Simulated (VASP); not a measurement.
**Ti: single point with PBE**

Crystal: Ti.

```
Ti
1.0
     2.62560   -2.69800    0.00000
     2.62560    2.69800    0.00000
     0.00000    0.00000    6.85838
Ti
5
Cartesian
  1.3128 -1.3490 2.0488
  1.3128 1.3490 4.8096
  1.3128 1.3490 2.0488
  1.3128 -1.3490 4.8096
  0.0000 0.0000 0.0000
```

The cell was built by a generator and needn't be a form met in nature.

```json
{
 "Program": "VASP 6.6.1",
 "Task": "single point",
 "Functional": "PBE",
 "Potentials or basis": "VASP PAW PBE potentials, release 64 (Ti_sv)",
 "Cutoff": "520 eV",
 "k mesh": "4 × 4 × 4",
 "Occupations": "gaussian, width 0.1 eV",
 "Spin": "no spin polarisation",
 "Dipole correction": "no",
 "Further INCAR settings": "ALGO = Normal; EDIFF = 1e-07; NBANDS = 38"
}
```

```yaml
Pressure: -0.3 GPa
Largest_force: 0.010 eV/Å
Band_gap_on_the_k_mesh: none (metal or under the smearing width)
```

Forces on the atoms (eV/Å):
```
Ti   0.000  0.000  0.010
Ti   0.000  0.000 -0.010
Ti   0.000  0.000  0.010
Ti   0.000  0.000 -0.010
Ti   0.000  0.000  0.000
```

Levels at points of the mesh, in eV from the Fermi level:
| k point | band 27 | band 28 | band 29 | band 30 | band 31 | band 32 | band 33 | band 34 |
| --- | --- | --- | --- | --- | --- | --- | --- | --- |
| (0.00, 0.00, 0.00) | -0.88 | -0.76 | -0.72 | -0.61 | -0.38 | -0.34 | -0.26 | 2.01 |
| (0.50, 0.00, 0.00) | -0.70 | -0.22 | 0.00 | 0.22 | 0.33 | 0.62 | 0.64 | 0.92 |
| (0.50, 0.50, 0.00) | -0.71 | -0.51 | -0.22 | -0.05 | 0.07 | 0.34 | 0.74 | 0.93 |
| (0.00, 0.00, 0.50) | -1.04 | -0.91 | -0.89 | -0.78 | -0.29 | 0.72 | 0.90 | 1.17 |
| (0.50, 0.00, 0.50) | -0.36 | -0.30 | 0.04 | 0.29 | 0.50 | 0.62 | 0.65 | 0.70 |
| (0.50, 0.50, 0.50) | -0.75 | -0.53 | 0.04 | 0.21 | 0.79 | 0.99 | 1.01 | 1.32 |

Run time: 87 s on 1 thread of Intel(R) Xeon(R) Platinum 8259CL CPU @ 2.50GHz (Skylake/Cascade Lake) (shared host), peak memory 0.21 GiB.

Caveat: the k mesh is coarse (spacing up to 0.42 Å⁻¹), so the values aren't converged.
